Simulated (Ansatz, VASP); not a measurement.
**C: VASP beside Ansatz**

INCAR

```
SYSTEM = C
PREC = Accurate
ENCUT = 600
EDIFF = 1E-6
ISMEAR = 0
SIGMA = 0.1
LREAL = .False.
LASPH = .True.
NELM = 100
ALGO = Normal
ISIF = 3
LWAVE = .False.
LCHARG = .False.
GGA = CA
IBRION = 2
NSW = 100
EDIFFG = -0.05
```

KPOINTS

```
regular mesh
0
Gamma
  10 10 10
  0 0 0
```

The input POSCAR:

```
C
1.0
    0.0000000000      1.7834000000      1.7834000000
    1.7834000000      0.0000000000      1.7834000000
    1.7834000000      1.7834000000      0.0000000000
C
2
Direct
    0.5000000000      0.5000000000      0.5000000000
    0.7500000000      0.7500000000      0.7500000000
```

Input for Ansatz:

```yaml
crystal:
  lattice:
    - [0.0, 1.7834, 1.7834]
    - [1.7834, 0.0, 1.7834]
    - [1.7834, 1.7834, 0.0]
  atoms:
    - { symbol: C, position: [0.5, 0.5, 0.5] }
    - { symbol: C, position: [0.75, 0.75, 0.75] }
basis:
  ecutwfc: 420
kpoints:
  mp_grid: { grid: [10, 10, 10] }
hamiltonian:
  xc: lda
  pseudopotentials: { kind: paw, azcp: { folder: soft_1 } }
scf:
  occupations: { method: gaussian, width: 0.1 }
output:
  forces: true
  stress: true
  eigenvalues: true
relax:
  adjacent_minimum: "off"
  f_tol: 0.05
  max_steps: 80
  cell: { stress_tol: 0.5 }
```

This isn't the form of C at room conditions, which is graphite.

Alike in both runs: task relaxation of cell and atoms; functional LDA; k mesh 10 × 10 × 10; occupations gaussian, width 0.1 eV; no spin polarisation.

```csv
,VASP,Ansatz
version,VASP 6.6.1,Ansatz 0.2.0
potentials or method,"VASP PAW LDA potentials, release 64 (C)","scalar-relativistic, plane waves, PAW"
plane-wave cutoff (eV),600,420
valence electrons in the cell,8,8
```

VASP gave:

| Property | Result |
| --- | --- |
| gap on the k mesh at the Fermi level, each at its own relaxed structure (eV) | 4.20 |
| relaxed volume (Å³/atom) | 5.52 |
| relaxed cell length with the largest relative difference (Å) | 2.499 |
| energy change over the relaxation (meV/atom) | -6 |

Question: Which values does Ansatz return?

Answer: gap on the k mesh at the Fermi level, each at its own relaxed structure (eV): 4.21; relaxed volume (Å³/atom): 5.51; relaxed cell length with the largest relative difference (Å): 2.497; energy change over the relaxation (meV/atom): -7.

Ansatz warned: «pseudo_functional_mismatch».

 Zero-point motion and thermal expansion aren't in these numbers. LDA usually gives volumes a few per cent too small.
